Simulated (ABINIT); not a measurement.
Set up this calculation in ABINIT 10.8.3 (patched build), as the native input.

```yaml
Task: single point
Functional: PBE
Potentials_or_basis: JTH PAW PBE v2.0
Cutoff: 408 eV
k_mesh: 11 × 11 × 11
Occupations: gaussian, width 0.2 eV
Spin: no spin polarisation
Fine-grid_cutoff: 816.342 eV
```

Crystal: Al.

```
CELL_PARAMETERS angstrom
0.00000 2.02481 2.02481
2.02481 0.00000 2.02481
2.02481 2.02481 0.00000
ATOMIC_POSITIONS crystal
Al 0.00000 0.00000 0.00000
```

The input as run:

run.abi

```
# Pseudopotentials
pp_dirpath "./"
pseudos "Al.GGA_PBE-JTH.xml"

# Structure
acell 3*1.0 Angstrom
rprim
     0.0000000000     2.0248050000     2.0248050000
     2.0248050000     0.0000000000     2.0248050000
     2.0248050000     2.0248050000     0.0000000000
ntypat 1
znucl 13
natom 1
typat 1
xred
     0.0000000000     0.0000000000     0.0000000000

# Plane-wave basis
ecut 15.0
pawecutdg 30.0
pawxcdev 0

# k points
kptopt 1
ngkpt 11 11 11
nshiftk 1
shiftk 0.0 0.0 0.0

# Exchange and correlation
ixc 11

# Bands and occupations
nband 6
occopt 7
tsmear 0.2 eV

# SCF cycle
nstep 100
tolvrs 1.0e-9

# Output
iomode 3
prtwf 0
prtden 0
prteig 0
prtebands 0
```

Potentials or basis: JTH PAW PBE v2.0.

Launch:

```sh
$ abinit run.abi > log 2>&1
```

Results of the run:

```yaml
Pressure: -0.6 GPa
Band_gap_on_the_k_mesh: none (metal or under the smearing width)
Valence_electrons_inside_the_program's_atomic_spheres: Al 0.74 (radii [1.0074] Å)
```

Run time: 4.4 s on 1 thread of Arm Neoverse N1 (shared host), peak memory 0.07 GiB.
